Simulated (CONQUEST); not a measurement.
# Pt (P-1) in CONQUEST: convergence with scf tolerance

Aim: find how far scf tolerance must go before the results for Pt settle, at LDA. This setting moves, with any that are tied to it; all else stays.

Everything below comes from runs of CONQUEST 1.3. Logs are shortened: lines on timing, memory, paths and dates and some standing lists are left out, and cuts for length are marked.

## 1. The cell of the first run

The typed cell holds 2 atoms: a = 2.773 Å, b = 2.773 Å, c = 3.922 Å, α = 90.00°, β = 90.00°, γ = 90.00°.

The cell isn't the ideal one: atoms moved at random.

## 2. With scf tolerance 0.01

Input file Conquest_input:

```
IO.Title Pt
IO.Coordinates coords.dat
IO.FractionalAtomicCoords T
IO.Iprint 2
IO.Iprint_init 1
General.NumberOfSpecies 1
General.PseudopotentialType hamann
AtomMove.TypeOfRun static
AtomMove.FullStress T
Grid.GridCutoff 120
DM.SolutionMethod diagon
Diag.MPMesh T
Diag.GammaCentred T
Diag.MPMeshX 7
Diag.MPMeshY 7
Diag.MPMeshZ 5
Diag.kT 0.00183747
minE.SCTolerance 0.01
SC.MaxIters 100
IO.AtomChargeOutput T
%block ChemicalSpeciesLabel
1 195.080 Pt
%endblock
```

Input file coords.dat:

```
    5.2404588045     0.0000000000     0.0000000000
    0.0000000000     5.2404588045     0.0000000000
    0.0000000000     0.0000000000     7.4111279156
2
  0.0037260000   0.0124180000  -0.0040230000 1 T T T
  0.4991920000   0.4995340000   0.4971490000 1 T T T
```

Potentials or basis: PseudoDojo NC LDA, SZP, grid cutoff 120 Ha.

On the command line:

```console
> OMP_NUM_THREADS=1 Conquest
```

Wall time 8.5 s (1 thread of Intel Xeon 6975P-C (Granite Rapids), shared host); peak memory 0.37 GiB.

What came out:

```yaml
Free_energy: -7111.8959 eV
Pressure: -192.4 GPa
Largest_force: 0.310 eV/Å
Band_gap_on_the_k_mesh: none (metal or under the smearing width)
```

## 3. With scf tolerance 0.001

Conquest_input, as its differences from that of step 2:

```diff
@@ -17,3 +17,3 @@
 Diag.kT 0.00183747
-minE.SCTolerance 0.01
+minE.SCTolerance 0.001
 SC.MaxIters 100
```

coords.dat is that of step 2.

Potentials or basis: PseudoDojo NC LDA, SZP, grid cutoff 120 Ha.

On the command line:

```console
> OMP_NUM_THREADS=1 Conquest
```

Wall time 9.8 s (1 thread of Intel Xeon 6975P-C (Granite Rapids), shared host); peak memory 0.37 GiB.

What came out:

```yaml
Free_energy: -7111.3716 eV
Pressure: -41.4 GPa
Largest_force: 0.346 eV/Å
Band_gap_on_the_k_mesh: none (metal or under the smearing width)
```

## 4. With scf tolerance 0.0001

Conquest_input, as its differences from that of step 3:

```diff
@@ -17,3 +17,3 @@
 Diag.kT 0.00183747
-minE.SCTolerance 0.001
+minE.SCTolerance 0.0001
 SC.MaxIters 100
```

coords.dat is that of step 3.

On the command line:

```console
> OMP_NUM_THREADS=1 Conquest
```

Wall time 13 s (1 thread of Intel Xeon 6975P-C (Granite Rapids), shared host); peak memory 0.37 GiB.

Results (log left out):

| Property | Result |
| --- | --- |
| Free energy | -7111.3408 eV |
| Pressure | 4.1 GPa |
| Largest force | 0.279 eV/Å |
| Band gap on the k mesh | none (metal or under the smearing width) |

## 5. With scf tolerance 1e-05

Conquest_input, as its differences from that of step 4:

```diff
@@ -17,3 +17,3 @@
 Diag.kT 0.00183747
-minE.SCTolerance 0.0001
+minE.SCTolerance 1e-05
 SC.MaxIters 100
```

coords.dat is that of step 4.

On the command line:

```console
> OMP_NUM_THREADS=1 Conquest
```

Wall time 14 s (1 thread of Intel Xeon 6975P-C (Granite Rapids), shared host); peak memory 0.37 GiB.

Results (log left out):

| Property | Result |
| --- | --- |
| Free energy | -7111.3408 eV |
| Pressure | 3.4 GPa |
| Largest force | 0.283 eV/Å |
| Band gap on the k mesh | none (metal or under the smearing width) |

## 6. With scf tolerance 1e-06

Conquest_input, as its differences from that of step 5:

```diff
@@ -17,3 +17,3 @@
 Diag.kT 0.00183747
-minE.SCTolerance 1e-05
+minE.SCTolerance 1e-06
 SC.MaxIters 100
```

coords.dat is that of step 5.

Potentials or basis: PseudoDojo NC LDA, SZP, grid cutoff 120 Ha.

On the command line:

```console
> OMP_NUM_THREADS=1 Conquest
```

It took 17 s on 1 thread of Intel Xeon 6975P-C (Granite Rapids), shared host; peak memory 0.37 GiB.

The run converged. Its results:

- Free energy: -7111.3408 eV
- Pressure: 3.5 GPa
- Largest force: 0.283 eV/Å
- Band gap on the k mesh: none (metal or under the smearing width)

## 7. With scf tolerance 1e-07

Conquest_input, as its differences from that of step 6:

```diff
@@ -17,3 +17,3 @@
 Diag.kT 0.00183747
-minE.SCTolerance 1e-06
+minE.SCTolerance 1e-07
 SC.MaxIters 100
```

coords.dat is that of step 6.

On the command line:

```console
> OMP_NUM_THREADS=1 Conquest
```

Run time: 18 s. Hardware: 1 thread of Intel Xeon 6975P-C (Granite Rapids), shared host; peak memory 0.37 GiB.

The run converged. Its results:

```
Free energy            : -7111.3408 eV
Pressure               : 3.5 GPa
Largest force          : 0.283 eV/Å
Band gap on the k mesh : none (metal or under the smearing width)
```

## 8. With scf tolerance 1e-08

Conquest_input, as its differences from that of step 7:

```diff
@@ -17,3 +17,3 @@
 Diag.kT 0.00183747
-minE.SCTolerance 1e-07
+minE.SCTolerance 1e-08
 SC.MaxIters 100
```

coords.dat is that of step 7.

On the command line:

```console
> OMP_NUM_THREADS=1 Conquest
```

It took 19 s on 1 thread of Intel Xeon 6975P-C (Granite Rapids), shared host; peak memory 0.37 GiB.

Results (log left out):

| Property | Result |
| --- | --- |
| Free energy | -7111.3408 eV |
| Pressure | 3.4 GPa |
| Largest force | 0.283 eV/Å |
| Band gap on the k mesh | none (metal or under the smearing width) |

## 9. With scf tolerance 1e-09

Conquest_input, as its differences from that of step 8:

```diff
@@ -17,3 +17,3 @@
 Diag.kT 0.00183747
-minE.SCTolerance 1e-08
+minE.SCTolerance 1e-09
 SC.MaxIters 100
```

coords.dat is that of step 8.

Potentials or basis: PseudoDojo NC LDA, SZP, grid cutoff 120 Ha.

On the command line:

```console
> OMP_NUM_THREADS=1 Conquest
```

The program printed:

```text
Simulation cell dimensions:     5.2405 a0 x     5.2405 a0 x     7.4111 a0

      Atomic coordinates (a0)
         Atom         X         Y         Z  Species
            1    0.0195    0.0651    7.3813        1
            2    2.6160    2.6178    3.6844        1

         Monkhorst-Pack mesh:   7 x   7 x   5 gamma-centred
        This calculation includes non-local pseudopotentials,
         with a maximum core radius of      7.20632768

    Job title: Pt
    Job to be run: static calculation

[... 5 lines left out ...]
      Using Fermi-Dirac smearing

    Integration grid size:     32 x   32 x   40

    Integration grid spacing:  0.164 a0 x 0.164 a0 x 0.185 a0

    Number of species:  1
    --------------------------------------------------------
    |   #  mass (au)  Charge (e)  SF Rad (a0)  NSF  Label  |
    --------------------------------------------------------
    |   1    195.080      18.000        7.411   13  Pt     |
    --------------------------------------------------------
          SCF tolerance:                 0.00000000
          SCF iterations:               100

    LibXC version:  6. 2. 2
    Using the LDA functional Slater exchange
    Using the LDA functional Perdew & Wang

           radial cut-off to be used is taken to be max PAO cut-off radius for this species:    7.206328

           greatest ang. mom. for making density from PAOs:  2
    Minimum blocs/proc is      640. Maximum blocs/proc is      640
    set_atom_dens: In set_atomic_density, electrons :      36.000000000000
 matrix_size & matrix_size_padH =           26          26

    Screened ion int: energy:    -202.590165605615 Ha

    new_SC_potl: Starting.  Tolerance:  0.10000E-08

    PulayMixSC: Starting Pulay mixing, A_up =  0.500 A_dn =  0.500
    PulayMixSC: Spin non-polarised calculation.
          Harris-Foulkes Energy            :      -261.356388239576120 Ha
          GroundState Energy (E-(1/2)TS)   :      -261.356871807900461 Ha
          Free Energy (E-TS)               :      -261.357355376224803 Ha
          DFT Total Energy                 :      -261.324864088501158 Ha
          Total number of electrons        :        36.000000000000256
    PulayMixSC: Pulay iteration     1 residual:              0.28704E-02
          Harris-Foulkes Energy            :      -261.336991532595221 Ha
          GroundState Energy (E-(1/2)TS)   :      -261.337539371503453 Ha
          Free Energy (E-TS)               :      -261.338087210411686 Ha
          DFT Total Energy                 :      -261.335363390133182 Ha
          Total number of electrons        :        36.000010857568469
    PulayMixSC: Pulay iteration     2 residual:              0.82540E-03
          Harris-Foulkes Energy            :      -261.335840666196759 Ha
          GroundState Energy (E-(1/2)TS)   :      -261.336408907748137 Ha
          Free Energy (E-TS)               :      -261.336977149299457 Ha
          DFT Total Energy                 :      -261.335816012343798 Ha
          Total number of electrons        :        36.000020394180332
    PulayMixSC: Pulay iteration     3 residual:              0.17400E-03
          Harris-Foulkes Energy            :      -261.335813335817306 Ha
          GroundState Energy (E-(1/2)TS)   :      -261.336384067468316 Ha
          Free Energy (E-TS)               :      -261.336954799119326 Ha
          DFT Total Energy                 :      -261.335813001679412 Ha
          Total number of electrons        :        36.000024375220171
    PulayMixSC: Pulay iteration     4 residual:              0.10534E-04
          Harris-Foulkes Energy            :      -261.335813993735428 Ha
          GroundState Energy (E-(1/2)TS)   :      -261.336384316971532 Ha
          Free Energy (E-TS)               :      -261.336954640207637 Ha
          DFT Total Energy                 :      -261.335813793019952 Ha
          Total number of electrons        :        36.000024204347596
    PulayMixSC: Pulay iteration     5 residual:              0.45697E-05
          Harris-Foulkes Energy            :      -261.335813716036341 Ha
          GroundState Energy (E-(1/2)TS)   :      -261.336384031644968 Ha
          Free Energy (E-TS)               :      -261.336954347253595 Ha
          DFT Total Energy                 :      -261.335813546054055 Ha
          Total number of electrons        :        36.000024208178999
    PulayMixSC: Pulay iteration     6 residual:              0.40992E-05
          Harris-Foulkes Energy            :      -261.335814130639960 Ha
          GroundState Energy (E-(1/2)TS)   :      -261.336384428366046 Ha
          Free Energy (E-TS)               :      -261.336954726092131 Ha
          DFT Total Energy                 :      -261.335814130590961 Ha
          Total number of electrons        :        36.000023585439706
    PulayMixSC: Pulay iteration     7 residual:              0.24488E-06
[... 10 lines left out ...]
          Total number of electrons        :        36.000025009535179
    PulayMixSC: Pulay iteration     9 residual:              0.96710E-08
          Harris-Foulkes Energy            :      -261.335814290258270 Ha
          GroundState Energy (E-(1/2)TS)   :      -261.336384595020888 Ha
          Free Energy (E-TS)               :      -261.336954899783507 Ha
          DFT Total Energy                 :      -261.335814290257645 Ha
          Total number of electrons        :        36.000023836660624
    PulayMixSC: Pulay iteration    10 residual:              0.81890E-08
          Harris-Foulkes Energy            :      -261.335814340023774 Ha
          GroundState Energy (E-(1/2)TS)   :      -261.336384644795658 Ha
          Free Energy (E-TS)               :      -261.336954949567598 Ha
          DFT Total Energy                 :      -261.335814340023717 Ha
          Total number of electrons        :        36.000024516421135
    PulayMixSC: Pulay iteration    11 residual:              0.44073E-08
          Harris-Foulkes Energy            :      -261.335814343410505 Ha
          GroundState Energy (E-(1/2)TS)   :      -261.336384648071999 Ha
          Free Energy (E-TS)               :      -261.336954952733493 Ha
          DFT Total Energy                 :      -261.335814343410448 Ha
          Total number of electrons        :        36.000025806640416
    PulayMixSC: Pulay iteration    12 residual:              0.26616E-08
          Harris-Foulkes Energy            :      -261.335814332115149 Ha
          GroundState Energy (E-(1/2)TS)   :      -261.336384636750097 Ha
          Free Energy (E-TS)               :      -261.336954941385102 Ha
          DFT Total Energy                 :      -261.335814332114523 Ha
          Total number of electrons        :        36.000025959828108
    PulayMixSC: Pulay iteration    13 residual:              0.33330E-08
          Harris-Foulkes Energy            :      -261.335814313772346 Ha
          GroundState Energy (E-(1/2)TS)   :      -261.336384618394675 Ha
          Free Energy (E-TS)               :      -261.336954923017004 Ha
          DFT Total Energy                 :      -261.335814313772403 Ha
          Total number of electrons        :        36.000025884619077
    PulayMixSC: Pulay iteration    14 residual:              0.15294E-09
    PulayMixSC: Reached SCF tolerance of  0.15294E-09 after     14 iterations
      | Number of electrons      =        36.000026
      |* band energy as 2Tr[K.H] =       -47.092592940378175 Ha
      |  screened ion-ion energy =      -202.590165605615027 Ha
      |  Ha correction           =         1.507061898471804 Ha
      |  XC correction           =       -13.160117665100366 Ha
      | GS Energy as E-(1/2)TS   =      -261.336384618394675 Ha
      | Free Energy as E-TS      =      -261.336954923017004 Ha
      |* Harris-Foulkes energy   =      -261.335814313772346 Ha
      |* DFT total energy        =      -261.335814313772403 Ha
      |  estimated accuracy      =         0.000000000000057 Ha

    force: Forces on atoms (Ha/a0)
    force:  Atom   X              Y              Z
    force:     1  -0.0018619609  -0.0047940716   0.0019743329
    force:     2   0.0017257427   0.0047463558  -0.0011093303

    force: Maximum force :        0.00479407(Ha/a0) on atom         1 in y direction
    force: Force Residual:        0.00534250 Ha/a0
    force: Total stress:         -2.76134526    -0.06990443     0.00183937 GPa
                            -0.06990443    -2.73686148     0.02916586
                             0.00183937     0.02916586    -4.84997668
    force: Average pressure:      3.44939448 GPa

    force: Finished force
    get_E_and_F: Change in energy during last step of electronic optimisation:  0.18343E-07

    BIBLIOGRAPHY: Please consider citing the following references in the conquest.bib file

    CONQUEST:         Bowler2002pt, Miyazaki2004, Nakata2020
    Basis:            Bowler2019
    DM:               Bowler:2006xr
    Pseudopotentials: Hamann2013, Bowler2019
    XC references from LibXC:
      P. A. M. Dirac.,  Math. Proc. Cambridge Philos. Soc. 26, 376 (1930)
```

It took 26 s on 1 thread of Intel Xeon 6975P-C (Granite Rapids), shared host; peak memory 0.37 GiB.

What came out:

| Quantity | Value |
| --- | --- |
| Free energy | -7111.3408 eV |
| Pressure | 3.4 GPa |
| Largest force | 0.283 eV/Å |
| Band gap on the k mesh | none (metal or under the smearing width) |

## 10. Result

| scf tolerance | energy less the tightest run, at zero smearing (meV/atom) | pressure (GPa) | largest force (eV/Å) | SCF cycles | CPU time (s) | peak memory (GiB) |
| --- | --- | --- | --- | --- | --- | --- |
| 0.01 | -278.74 | -192.43 | 0.310 | 1 | 8.5 | 0.37 |
| 0.001 | -15.71 | -41.36 | 0.346 | 2 | 9.8 | 0.37 |
| 0.0001 | 0.01 | 4.05 | 0.279 | 4 | 12 | 0.37 |
| 1e-05 | 0.00 | 3.40 | 0.283 | 5 | 14 | 0.37 |
| 1e-06 | 0.00 | 3.45 | 0.283 | 7 | 17 | 0.37 |
| 1e-07 | 0.00 | 3.45 | 0.283 | 8 | 18 | 0.37 |
| 1e-08 | 0.01 | 3.45 | 0.283 | 9 | 19 | 0.37 |
| 1e-09 | 0.00 | 3.45 | 0.283 | 14 | 26 | 0.37 |

Against the tightest run, the energy stays within 1 meV/atom from 0.0001 on; the pressure stays within 0.1 GPa from 1e-05 on; the largest force stays within 0.005 eV/Å from 0.0001 on. The tightest run that finished is the yardstick and may itself not be fully converged.

Caveats: the atomic basis is small; the basis of atomic orbitals isn't converged, which shifts pressures, moduli and gaps.
